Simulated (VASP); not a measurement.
**VASP 6.6.1, LDA single-point calculation, MoS$_{2}$ (distorted CdCl2 (3R octahedral) bulk)**

INCAR

```
EDIFF = 1E-7
NELM = 120
IBRION = -1
LREAL = .FALSE.
NSW = 0
LCHARG = .FALSE.
ISMEAR = -1
LWAVE = .FALSE.
PREC = Accurate
GGA = CA
ENCUT = 520
NBANDS = 20
ISIF = 2
LASPH = .TRUE.
SIGMA = 0.02
```

KPOINTS

```
KPOINTS created by Atomic Simulation Environment
0
Gamma
8 8 8
0 0 0
```

POSCAR

```
Mo S
 1.0000000000000000
     1.5183000000000000    0.8730000000000000    5.9107000000000003
    -1.6786000000000001    0.8672000000000000    5.9537000000000004
    -0.0852000000000000   -1.8743000000000001    5.9524999999999997
 Mo  S
   1   2
Cartesian
 -1.6446230200000000  0.8479231900000000  5.9094477800000007
 -0.0824212200000000 -0.0534567500000001  4.4481234499999998
 -0.1428363600000000 -0.1011959899999999 13.3817186499999998
```

VASP ran with the recommended LDA PAW datasets (26 valence electrons in the cell).

Command

```
mpirun -np 1 vasp_std
```

OSZICAR

```
N       E                     dE             d eps       ncg     rms          rms(c)
DAV:   1     0.188081962659E+03    0.18808E+03   -0.13321E+04 10424   0.123E+03
DAV:   2    -0.169391828801E+02   -0.20502E+03   -0.19973E+03 12188   0.327E+02
DAV:   3    -0.249689407207E+02   -0.80298E+01   -0.79426E+01 12720   0.602E+01
DAV:   4    -0.250678960533E+02   -0.98955E-01   -0.98815E-01 12460   0.700E+00
DAV:   5    -0.250694650441E+02   -0.15690E-02   -0.15688E-02 12996   0.855E-01    0.264E+01
DAV:   6    -0.239962037404E+02    0.10733E+01   -0.12557E+01 11264   0.213E+01    0.928E+00
DAV:   7    -0.236987315082E+02    0.29747E+00   -0.53969E+00 11208   0.135E+01    0.713E+00
DAV:   8    -0.235403509861E+02    0.15838E+00   -0.79266E-01 11780   0.533E+00    0.161E+00
DAV:   9    -0.235404632563E+02   -0.11227E-03   -0.24985E-02 12092   0.976E-01    0.485E-01
DAV:  10    -0.235391816393E+02    0.12816E-02   -0.77340E-03 11808   0.571E-01    0.788E-02
DAV:  11    -0.235391768822E+02    0.47571E-05   -0.43680E-04 11788   0.146E-01    0.477E-02
DAV:  12    -0.235391739701E+02    0.29121E-05   -0.20922E-05 12136   0.289E-02    0.195E-02
DAV:  13    -0.235391753250E+02   -0.13548E-05   -0.52432E-06 11848   0.142E-02    0.127E-02
DAV:  14    -0.235391747964E+02    0.52853E-06   -0.40414E-06 11800   0.131E-02    0.177E-03
DAV:  15    -0.235391747947E+02    0.16880E-08   -0.14685E-07  6852   0.284E-03
   1 F= -.23539175E+02 E0= -.23538502E+02  d E =-.134581E-02
```

From OUTCAR

```
k-points           NKPTS =    260   k-points in BZ     NKDIM =    260   number of bands    NBANDS=     20

   NELECT =      26.0000    total number of electrons

   dimension x,y,z NGX =    48 NGY =   48 NGZ =   48
   dimension x,y,z NGXF=    96 NGYF=   96 NGZF=   96

  energy-cutoff  :      520.00
  volume of cell :       52.09
      direct lattice vectors                 reciprocal lattice vectors
     1.518300000  0.873000000  5.910700000     0.313304136  0.182069901  0.061813881
    -1.678600000  0.867200000  5.953700000    -0.312419752  0.183157588  0.053200185
    -0.085200000 -1.874300000  5.952500000     0.001378702 -0.363985870  0.053405922

 k-points in reciprocal lattice and weights: KPOINTS created by Atomic Simulation Env
   0.00000000  0.00000000  0.00000000       0.002
   0.12500000  0.00000000  0.00000000       0.004
   0.25000000  0.00000000  0.00000000       0.004
   0.37500000  0.00000000 -0.00000000       0.004
   0.50000000  0.00000000  0.00000000       0.002
   0.00000000  0.12500000  0.00000000       0.004
   0.12500000  0.12500000  0.00000000       0.004
   0.25000000  0.12500000  0.00000000       0.004
   ...

 E-fermi :   7.9090

 k-point     1 :       0.0000    0.0000    0.0000
  band No.  band energies     occupation
      1     -53.4861      2.00000
      2     -27.7653      2.00000
      3     -27.7064      2.00000
      4     -27.6758      2.00000
      5      -7.2864      2.00000
      6      -5.4559      2.00000
      7       0.6925      2.00000
      8       3.4339      2.00000
      9       3.5384      2.00000
     10       6.2766      2.00000
     11       6.7205      2.00000
     12       6.8432      2.00000
     13       6.9173      2.00000
     14       7.5911      2.00000
     15       7.6931      1.99996
     16      11.3456      0.00000
     17      11.4468      0.00000
     18      13.8445      0.00000
     19      14.6801      0.00000
     20      17.2939      0.00000

 k-point     2 :       0.1250    0.0000    0.0000
  band No.  band energies     occupation
      1     -53.4804      2.00000
      2     -27.7644      2.00000
      3     -27.7528      2.00000
      4     -27.6906      2.00000
      5      -7.0293      2.00000
      6      -5.4390      2.00000
      7       1.0199      2.00000
      8       3.0085      2.00000
      9       3.6627      2.00000
     10       5.4912      2.00000
     11       6.1799      2.00000
     12       6.3441      2.00000
     13       7.0073      2.00000
     14       7.9522      0.20616
     15       8.3818      0.00000
     16      10.8049      0.00000
     17      11.1896      0.00000
     18      14.8372      0.00000
     19      15.5285      0.00000
     20      16.8065      0.00000

 k-point     3 :       0.2500    0.0000    0.0000
  band No.  band energies     occupation
      1     -53.4665      2.00000
      2     -27.9036      2.00000
      3     -27.7255      2.00000
      4     -27.7220      2.00000
      5      -6.3666      2.00000
      6      -5.3559      2.00000
      7       1.6382      2.00000
      8       2.6701      2.00000
      9       3.5245      2.00000
     10       3.7947      2.00000
     11       5.7813      2.00000
     12       5.9145      2.00000
     13       6.4593      2.00000
     14       8.6276      0.00000
     15       8.8468      0.00000
     16      10.9381      0.00000
     17      11.1404      0.00000
     18      14.9202      0.00000
     19      15.9596      0.00000
     20      17.1253      0.00000

 k-point     4 :       0.3750    0.0000   -0.0000
  band No.  band energies     occupation
      1     -53.4525      2.00000
      2     -28.0407      2.00000
      3     -27.7541      2.00000
      4     -27.6959      2.00000
      5      -5.7891      2.00000
      6      -4.9895      2.00000
      7       1.4849      2.00000
      8       2.0302      2.00000
      9       3.2274      2.00000
     10       3.6114      2.00000
     11       4.9574      2.00000
     12       6.0316      2.00000
     13       6.1946      2.00000
     14       8.8618      0.00000
     15       9.4789      0.00000
     16      11.3033      0.00000
     17      11.7191      0.00000
     18      13.9661      0.00000
     19      15.2798      0.00000
     20      16.0435      0.00000

 k-point     5 :       0.5000    0.0000    0.0000
  band No.  band energies     occupation
      1     -53.4467      2.00000
      2     -28.0967      2.00000
      3     -27.7670      2.00000
      4     -27.6839      2.00000
      5      -5.6732      2.00000
      6      -4.6001      2.00000
      7       0.8078      2.00000
      8       2.4591      2.00000
      9       2.5718      2.00000
     10       3.4902      2.00000
     11       5.1565      2.00000
     12       6.0030      2.00000
     13       6.3633      2.00000
     14       8.8500      0.00000
     15       9.8144      0.00000
     16      11.3706      0.00000
     17      12.2450      0.00000
     18      13.4312      0.00000
     19      14.6655      0.00000
     20      15.2736      0.00000

 k-point     6 :       0.0000    0.1250    0.0000
  band No.  band energies     occupation
      1     -53.4803      2.00000
      2     -27.7584      2.00000
      3     -27.7507      2.00000
      4     -27.6996      2.00000
      5      -7.0306      2.00000
      6      -5.4310      2.00000
      7       1.0120      2.00000
      8       3.0324      2.00000
      9       3.6283      2.00000
     10       5.5515      2.00000
     11       6.1237      2.00000
     12       6.4147      2.00000
     13       6.9347      2.00000
     14       7.9745      0.07290
     15       8.3118      0.00000
     16      10.7817      0.00000
     17      11.2604      0.00000
     18      14.8894      0.00000
     19      15.5051      0.00000
     20      16.7822      0.00000

 k-point     7 :       0.1250    0.1250    0.0000
  band No.  band energies     occupation
      1     -53.4801      2.00000
      2     -27.7546      2.00000
      3     -27.7382      2.00000
      4     -27.7171      2.00000
      5      -7.0121      2.00000
      6      -5.4569      2.00000
      7       1.0763      2.00000
      8       3.0457      2.00000
      9       3.5639      2.00000
     10       5.5462      2.00000
     11       6.1081      2.00000
     12       6.2880      2.00000
     13       7.0497      2.00000
     14       8.0123      0.01134
     15       8.2709      0.00000
     16      10.8476      0.00000
     17      11.2152      0.00000
     18      14.8635      0.00000
     19      15.5419      0.00000
     20      16.8518      0.00000

 k-point     8 :       0.2500    0.1250    0.0000
  band No.  band energies     occupation
      1     -53.4702      2.00000
      2     -27.8465      2.00000
      3     -27.7367      2.00000
      4     -27.7293      2.00000
      5      -6.5257      2.00000
      6      -5.4314      2.00000
      7       1.6571      2.00000
      8       2.5958      2.00000
      9       3.5172      2.00000
     10       4.6947      2.00000
     11       4.9856      2.00000
     12       6.1524      2.00000
     13       7.0656      2.00000
     14       8.3071      0.00000
     15       8.7014      0.00000
     16      10.5966      0.00000
     17      11.2307      0.00000
     18      15.9944      0.00000
     19      16.2493      0.00000
     20      16.8530      0.00000

 k-point     9 :       0.3750    0.1250    0.0000
  band No.  band energies     occupation
      1     -53.4562      2.00000
      2     -27.9774      2.00000
      3     -27.7728      2.00000
      4     -27.7036      2.00000
      5      -5.8410      2.00000
      6      -5.2433      2.00000
      7       1.8027      2.00000
      8       2.3686      2.00000
      9       3.1501      2.00000
     10       3.7667      2.00000
     11       4.7694      2.00000
     12       5.3936      2.00000
     13       6.9531      2.00000
     14       8.5820      0.00000
     15       9.3858      0.00000
     16      10.2361      0.00000
     17      11.9809      0.00000
     18      15.5187      0.00000
     19      16.1751      0.00000
     20      17.0616      0.00000

 k-point    10 :       0.5000    0.1250    0.0000
  band No.  band energies     occupation
      1     -53.4464      2.00000
      2     -28.0654      2.00000
      3     -27.8021      2.00000
      4     -27.6836      2.00000
      5      -5.5645      2.00000
      6      -4.7392      2.00000
      7       1.1896      2.00000
      8       2.0767      2.00000
      9       2.8649      2.00000
     10       3.8478      2.00000
     11       4.6963      2.00000
     12       5.0154      2.00000
     13       7.0919      2.00000
     14       8.8565      0.00000
     15       9.5908      0.00000
     16      10.5983      0.00000
     17      12.1915      0.00000
     18      14.4234      0.00000
     19      15.5343      0.00000
     20      16.2040      0.00000

 ...

  Total        0.1402969      0.4108811      2.3572722     -0.1041808      0.2690134      0.1773758
  in kB        4.3149643     12.6370417     72.5001543     -3.2041789      8.2737639      5.4553617
  external PRESSURE =      29.8173868 kB  Pullay stress =       0.0000000 kB

 POSITION                                       TOTAL-FORCE (eV/Angst)
 -----------------------------------------------------------------------------------
     -1.64462      0.84792      5.90945        -0.172599      0.094521      1.157935
     -0.08242     -0.05346      4.44812         0.046788     -0.132749     -1.564395
     -0.14284     -0.10120     13.38172         0.125812      0.038228      0.406460
 -----------------------------------------------------------------------------------
    total drift:                               -0.000020     -0.000020     -0.000134

  FREE ENERGIE OF THE ION-ELECTRON SYSTEM (eV)
  ---------------------------------------------------
  free  energy   TOTEN  =       -23.5391747947 eV

  energy  without entropy=      -23.5378289807  energy(sigma->0) =      -23.53850189
```

```json
{
  "gap between bands v and c on the k mesh": "-0.47 eV (bands overlap: a metal)",
  "least direct gap on the k mesh": "0.06 eV",
  "pressure": "3.0 GPa",
  "largest force": "1.57 eV/Å"
}
```

Band v is the last that the valence electrons fill when counted band by band, and c is the next.

The run took about 12 min on one core of a shared host (Intel Xeon Platinum 8488C) and held 0.43 GiB at most.
